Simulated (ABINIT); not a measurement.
A calculation with ABINIT 10.8.3 (patched build) of GaS (ASE script, structure typed inline):

File run.py:

```python
import json, os
import numpy as np
from ase.units import GPa
from ase.calculators.abinit import Abinit, AbinitProfile
from ase import Atoms

atoms = Atoms(['Ga', 'Ga', 'Ga', 'Ga', 'S', 'S', 'S', 'S'],
              cell=[[3.585, 0.0, 0.0], [-1.7925, 3.1047010726, 0.0], [0.0, 0.0, 15.5]],
              scaled_positions=[[0.6666666667, 0.3333333333, 0.83], [0.3333333333, 0.6666666667, 0.33], [0.6666666667, 0.3333333333, 0.67], [0.3333333333, 0.6666666667, 0.17], [0.6666666667, 0.3333333333, 0.4], [0.3333333333, 0.6666666667, 0.9], [0.6666666667, 0.3333333333, 0.1], [0.3333333333, 0.6666666667, 0.6]],
              pbc=True)

profile = AbinitProfile(command='abinit', pp_paths=[os.path.abspath('pseudos')])
params = dict(
    pps='pawxml', xc='PBE',
    ecut=544.2277,
    pawecutdg=1088.4554,
    kptopt=1,
    ngkpt=[9, 9, 2],
    nshiftk=1,
    shiftk=[0.0, 0.0, 0.0],
    ixc=11,
    nband=46,
    occopt=3,
    tsmear=0.05,
    nstep=100,
    tolvrs=1e-09,
    prtwf=0,
    prtden=0,
)

atoms.calc = Abinit(profile=profile, directory='run', **params)
energy = atoms.get_potential_energy()
forces = atoms.get_forces()
stress = atoms.get_stress()
print(f'energy {energy:.6f} eV')
print('forces (eV/A)')
print(np.round(forces, 5))
print('stress (GPa, Voigt, tension positive)', np.round(stress / GPa, 4))
json.dump(dict(energy=energy, forces=forces.tolist(), stress=stress.tolist(), cell=atoms.cell.tolist(), frac=atoms.get_scaled_positions(wrap=False).tolist()), open('results.json', 'w'))
```

Potentials or basis: JTH PAW PBE v2.0.

The run is started by

```sh
$ python run.py
```

Write the same calculation in another form: native input, structure typed inline.

As run:

File run.abi:

```
pp_dirpath "./"
pseudos "Ga.GGA_PBE-JTH.xml, S.GGA_PBE-JTH.xml"

acell 3.585 3.585 15.5 Angstrom
rprim
     1.0000000000     0.0000000000     0.0000000000
    -0.5000000000     0.8660254038     0.0000000000
     0.0000000000     0.0000000000     1.0000000000
ntypat 2
znucl 31 16
natom 8
typat 1 1 1 1 2 2 2 2
xred
     0.6666666667     0.3333333333     0.8300000000
     0.3333333333     0.6666666667     0.3300000000
     0.6666666667     0.3333333333     0.6700000000
     0.3333333333     0.6666666667     0.1700000000
     0.6666666667     0.3333333333     0.4000000000
     0.3333333333     0.6666666667     0.9000000000
     0.6666666667     0.3333333333     0.1000000000
     0.3333333333     0.6666666667     0.6000000000

ecut 544.227725 eV
pawecutdg 40.0

kptopt 1
ngkpt 9 9 2
nshiftk 1
shiftk 0.0 0.0 0.0

ixc 11

nband 46
occopt 3
tsmear 0.05 eV

nstep 100
tolvrs 1.0e-9

iomode 3
prtwf 0
prtden 0
prteig 0
prtebands 0
```

Potentials or basis: JTH PAW PBE v2.0.

Command:

```bash
$ abinit run.abi > log 2>&1
```

Both were run:

|  | ASE script, structure typed inline | native input, structure typed inline |
| --- | --- | --- |
| Pressure | 2.2 GPa | 2.2 GPa |
| Largest force | 0.244 eV/Å | 0.244 eV/Å |
| Band gap on the k mesh | 1.59 eV, indirect (least direct gap 1.64 eV) | 1.59 eV, indirect (least direct gap 1.64 eV) |
| Valence electrons inside the program's atomic spheres | Ga 11.04; S 3.59 | Ga 11.04; S 3.59 |

Keys that steer only the numerical path or the files written may differ.

Caveat: an odd mesh through Γ misses points on the zone boundary, where band edges often lie; this functional lacks dispersion, which binds the layers, so the pressure and a relaxed spacing across them are unreliable.
